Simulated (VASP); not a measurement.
# InAs (F-43m) under biaxial strain in the (110) plane, part 2 of 2

Strain engineering needs slopes: what does biaxial strain in the (110) plane do to the lattice and the band edges of InAs?

VASP 6.6.1, plane waves and PAW; the level of theory is named at each step.

So far. Step 5 (Band edges, r2SCAN with spin-orbit coupling): The run ends at a pressure of 2.07 GPa, with forces up to 0.0088 eV/Å.

### 6. The table

The other members went through these steps as far as the tables show, with the same cutoff and, step by step, the same mesh; 36 runs are not shown. The session took 16 core hours (wall time by ranks) on a shared machine.

```
in-plane strain (%)  strain along the normal (%)  mean of the two in-plane stresses, tension positive (GPa)  energy above the unstrained row (meV/atom)
             -2.000                        1.571                                                     -2.171                                       7.596
             -1.500                        1.166                                                     -1.620                                       4.261
             -1.000                        0.764                                                     -1.076                                       1.885
             -0.500                        0.383                                                     -0.533                                       0.466
                  0                        0.000                                                     -0.006                                       0.000
              0.500                       -0.374                                                      0.507                                       0.419
              1.000                       -0.704                                                      1.033                                       1.760
              1.500                       -1.038                                                      1.546                                       4.027
              2.000                       -1.348                                                      2.050                                       7.200
```

Slopes at zero strain, from cubics through all rows: strain ratio -0.741, stress over strain 105 GPa.

Band edges at TB-mBJ with spin-orbit coupling, counted from the valence-band top at Γ, spin-orbit pairs averaged, with one row partly withheld:

```
in-plane strain (%)  gap (eV)  conduction band at Γ (eV)  Δ or X valley along z (eV)  Δ or X valley along x (eV)  lowest conduction level at L, [111] (eV)  lowest conduction level at L, [-111] (eV)  second valence level below the top (eV)  third valence level below the top (eV)
             -2.000     0.534                      0.535                       1.798                       2.020                                     1.637                                      1.319                                    0.119                                   0.432
             -1.500         ?                          ?                       1.897                       2.045                                     1.604                                      1.371                                    0.094                                   0.395
             -1.000     0.523                      0.523                       1.986                       2.068                                     1.570                                      1.419                                    0.067                                   0.362
             -0.500     0.511                      0.511                       2.059                       2.091                                     1.538                                      1.463                                    0.035                                   0.336
                  0     0.498                      0.498                       2.113                       2.113                                     1.506                                      1.506                                    0.000                                   0.314
              0.500     0.443                      0.443                       2.105                       2.096                                     1.435                                      1.506                                    0.040                                   0.336
              1.000     0.383                      0.383                       2.080                       2.078                                     1.365                                      1.499                                    0.080                                   0.363
              1.500     0.320                      0.321                       2.042                       2.057                                     1.293                                      1.488                                    0.123                                   0.395
              2.000     0.255                      0.256                       1.998                       2.036                                     1.223                                      1.472                                    0.167                                   0.429
```

Conduction masses, in electron masses:

```
in-plane strain (%)  conduction mass at Γ, along the strain axis or the normal of the plane  conduction mass at Γ, across the strain axis or in the plane  L [111] mass, longitudinal  L [111] mass, transverse along [1-10]
             -2.000                                                                   0.052                                                         0.050                       2.260                                  0.139
             -1.500                                                                   0.050                                                         0.048                       2.190                                  0.139
             -1.000                                                                   0.048                                                         0.046                       2.158                                  0.138
             -0.500                                                                   0.045                                                         0.044                       2.122                                  0.138
                  0                                                                   0.043                                                         0.043                       2.115                                  0.138
              0.500                                                                   0.040                                                         0.041                       2.083                                  0.138
              1.000                                                                   0.037                                                         0.039                       2.017                                  0.137
              1.500                                                                   0.033                                                         0.037                       1.995                                  0.137
              2.000                                                                   0.030                                                         0.036                       2.007                                  0.136
```

### 7. Fit and prediction

The quantity to fit is the conduction level at Γ above the mean of the three top valence levels at TB-mBJ with spin-orbit coupling: 0.719, 0.666, 0.635, 0.603, 0.568, 0.531, 0.493, 0.454 eV in the rows shown.

Fitting a parabola to the 8 known rows (e: strain in %) gives E = − 0.004001 e² − 0.06649 e + 0.6025 in eV; the residuals are 6.0e-4 eV r.m.s.

For the withheld row, e = -1.5, the fit gives 0.6933 eV.

### 8. The withheld row

The calculation gives 0.6935 eV, so the prediction is 0.0002 eV too low.

### 9. What came out

| Quantity | Value |
| --- | --- |
| ratio of normal to in-plane strain | -0.741 |
| biaxial modulus | 105 GPa |
| gap of the unstrained cell, TB-mBJ with spin-orbit coupling | 0.50 eV |
| slope at zero strain of the conduction level at Γ above the mean of the three top valence levels, TB-mBJ with spin-orbit coupling | -66 meV per % |
| error of the predicted row | -0.2 meV |

As a check, the curvature of the energy gives 104 GPa for the same modulus (energy per volume = M × strain²), 1 % from the slope of the stress. At TB-mBJ with spin-orbit coupling the lowest conduction valley is Γ throughout, and the gap runs between 0.26 and 0.53 eV. At r2SCAN with spin-orbit coupling the gap falls under 0.05 eV in some or all rows, where bands may have changed order, so that level, though run, gets no table. The gap at PBEsol is under 0.05 eV in some or all rows and is left out; the elastic columns come from such cells and can be uneven. Hole masses are left out throughout, since the top bands are degenerate or cross in many series; of conduction masses, those of the Γ, L and (for Si and Ge under (001) strain) Δ valleys are kept where they change by under an eighth between rows. TB-mBJ is a potential fitted for gaps; it has no energy functional, so its total energies and forces mean nothing, and its bands tend to come out too narrow. Δ or X levels are the lowest on their line, refined by a parabola unless they lie at X; the gap is read from all points sampled and can differ from the lowest valley by some meV, or by tens of meV where strain moves the valence top off Γ. Temperature, zero-point motion and excitons are left out.

[Lines on the potential files, build, host, timing and source positions are cut from VASP's logs without a mark.]

[Logs are printed without paths, hosts, clocks, repeated set-up lines and the standing remarks that a program may print on its own settings, such as how far it seeks lower states.]

[Hosts, paths, dates, database ids (printed as entryN), source tags and the programs' standing remarks are cut or masked in the printed files.]

[In band tables of VASP the shares of atoms and orbitals are scaled to a sum of 1 inside the atoms' spheres.]
